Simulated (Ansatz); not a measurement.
**Pb in Ansatz: convergence with k mesh**

Pb:

```
Pb
1.0
    -1.97966    1.97966    1.97966
     1.97966   -1.97966    1.97966
     1.97966    1.97966   -1.97966
Pb
1
Direct
  0.00000 0.00000 0.00000
```

This isn't the form of Pb at room conditions, which is fcc.

```yaml
Program: Ansatz 0.2.0
Task: convergence study
Functional: PBEsol
Potentials_or_basis: Ansatz PAW
Cutoff: "420 eV (not typed: the program's choice for these potentials)"
k_mesh: 3 × 3 × 3
Occupations: gaussian, width 0.05 eV
Spin: spin-orbit coupling, no magnetisation
```

These are the settings of the first run; the series varies k mesh, with any setting tied to it.

Hardware: 2 threads of Intel(R) Xeon(R) Platinum 8488C (Sapphire Rapids), with other jobs on the host.

**Question.** The values tried are 3 × 3 × 3, 4 × 4 × 4, 5 × 5 × 5, 7 × 7 × 7, 9 × 9 × 9, 11 × 11 × 11, 13 × 13 × 13, 15 × 15 × 15, loosest first. From which on does the pressure stay within 0.1 GPa of the tightest run that finished?

**Answer.** From 13 × 13 × 13 on.

```
      k mesh  energy less the tightest run, at zero smearing (meV/atom)  pressure (GPa)  SCF cycles  CPU time (s)  peak memory (GiB)
   3 × 3 × 3                                                     209.79           -2.41           7           1.2               0.43
   4 × 4 × 4                                                     290.82           -2.81           8           1.4               0.42
   5 × 5 × 5                                                      20.12           -0.57           8           1.5               0.43
   7 × 7 × 7                                                      -8.40           -1.59           8           2.1               0.42
   9 × 9 × 9                                                      26.58           -1.26           7           2.8               0.43
11 × 11 × 11                                                      -4.80           -1.29           7           3.8               0.45
13 × 13 × 13                                                      -1.57           -1.48           8           5.6               0.48
15 × 15 × 15                                                       0.00           -1.42           8           7.5               0.51
```

Not settled before the last step: the energy (to 1 meV/atom). Meshes of other sizes hit other points, so gaps and Fermi surfaces needn't settle smoothly. The tightest run that finished is the yardstick and may itself not be fully converged.

Caveat, for the tightest run too: the PAW data sets come from PBE, with cores solved anew for the run's functional, which leaves a small shift of forces and pressure.
